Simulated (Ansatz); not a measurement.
## Convergence test, Sn

Method: Ansatz 0.2.0, DFT r2SCAN, scalar-relativistic, plane waves, PAW.

```cif
data_structure
_symmetry_space_group_name_H-M 'P 1'
_symmetry_Int_Tables_number 1
_cell_length_a 3.6827
_cell_length_b 3.6827
_cell_length_c 3.6827
_cell_angle_alpha 128.816
_cell_angle_beta 128.816
_cell_angle_gamma 75.306
_cell_volume 29.51
loop_
_atom_site_label
_atom_site_type_symbol
_atom_site_fract_x
_atom_site_fract_y
_atom_site_fract_z
_atom_site_occupancy
Sn1 Sn 0.00000 0.00000 0.00000 1
```

The plane-wave cutoff is 500 eV and the occupation rule is Gaussian smearing, 0.1 eV. The spin treatment is unpolarised.

The atoms are held and the half-step-shifted k-point mesh is swept. Energies are extrapolated to zero smearing and count from the reference run, 18×18×18 Γ-centred mesh, Gaussian smearing 0.1 eV. The cell isn't necessarily relaxed at this level. Pressure is positive in compression.

```csv
shifted mesh,ΔE (meV/atom),P (GPa),irreducible points
10×10×10,-8.21,-2.71,99
12×12×12,-2.38,-2.92,159
14×14×14,2.56,-2.77,240
```

This form isn't the element's structure at ambient conditions.

Cost: 3 runs of about 0.64 core-minutes in all, on Intel Xeon Processor @ 2.50GHz (Skylake/Cascade Lake) (shared hosts).